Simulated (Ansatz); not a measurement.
CoO:

```
Co O
1.0
     1.60222    0.92504    2.56647
    -1.60222    0.92504    2.56647
     0.00000   -1.85008    2.56647
Co O
1 1
Direct
  0.99898 0.99898 0.99898
  0.75102 0.75102 0.75102
```

Measurements of this composition are mostly on another form, of space group No. 225.

Base run:

| Item | Value |
| --- | --- |
| Program | Ansatz 0.2.0 |
| Functional | PBEsol |
| Potentials or basis | Ansatz PAW |
| Cutoff | 420 eV (not typed: the program's choice for these potentials) |
| k mesh | 10 × 10 × 10 |
| Occupations | fermi-dirac, width 0.05 eV |
| Spin | no spin polarisation |

Its results: band gap on the k mesh none (metal or under the smearing width); pressure -21.7 GPa; largest force 0.173 eV/Å.

Task: The run is repeated on the same cell with these changes: spin from no spin polarisation to collinear spin, ferromagnetic start. What comes out?

Result: Band gap on the k mesh none (metal or under the smearing width); pressure -7.9 GPa; net moment 2.79 μB per cell; site moments Co +2.22; O +0.32 μB; largest force 0.215 eV/Å.

Caveats: semilocal functionals often make such compounds metallic where correlation or magnetic order opens a gap, which also shifts bond lengths; the PAW data sets come from PBE, with cores solved anew for the run's functional, which leaves a small shift of forces and pressure; an odd number of electrons without spin polarisation forces a metal (some runs); a magnetic or distorted state may lie lower (some runs); a cell with one magnetic atom can't hold antiferromagnetic order, which such compounds often take (some runs).
